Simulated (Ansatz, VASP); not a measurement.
**Ge: programs and potentials compared**

The starting cell:

```
Ge
1.0
     0.00000    2.82891    2.82891
     2.82891    0.00000    2.82891
     2.82891    2.82891    0.00000
Ge
2
Cartesian
  4.2434 4.2434 4.2434
  2.8289 2.8289 2.8289
```

Alike in all runs: task relaxation of cell and atoms; functional revPBE; dispersion D3(BJ); k mesh 8 × 8 × 8; occupations fermi-dirac, width 0.05 eV; no spin polarisation; no spin-orbit coupling.

| program and potentials | plane-wave cutoff (eV) | notes | equilibrium volume (Å³/atom) |
| --- | --- | --- | --- |
| Ansatz, Ansatz PAW | 420 | potentials made for PBE, which Ansatz adapts in part | 22.90 |
| VASP, PBE PAW files Ge_d, 600 eV | 600 | potentials made for PBE | 22.88 |
| Ansatz, all-electron LAPW, scalar-relativistic | - | - | 22.89 |

The equilibrium volume spans 22.88 (VASP, PBE PAW files Ge_d, 600 eV) to 22.90 Å³/atom (Ansatz, Ansatz PAW), with all-electron results at 22.89. Some sets were made for another functional than the one run, which can shift their rows. Relaxations stop with a little pressure left, so the last digit of a volume isn't settled.

Differences between rows come from potentials, basis sets and numerical settings, since the functional is the same but for its coding. Runs on potential files found faulty are left out.

The two PAW descriptions reproduce the all-electron volume of germanium almost exactly, and the spread from 22.88 to 22.90 Å³/atom is too small to rank them. Such agreement is plausible for a covalent diamond-structure solid. The bond length is set mainly by the overlap of the valence s and p orbitals, while the filled d shell beneath them is compact and changes little on bonding, so a sound projector description should capture its effect on the volume.

All three volumes lie slightly above that of the starting cell, which is close to the experimental one. revPBE on its own favours low density and tends to overexpand covalent semiconductors, whereas the dispersion term pulls the lattice together. The modest remaining expansion therefore probably reflects a partial cancellation between the two, rather than an accurate account of the covalent bond by the functional alone. Agreement at the equilibrium volume doesn't establish equal agreement in the curvature of the energy around it, and hence in the bulk modulus.
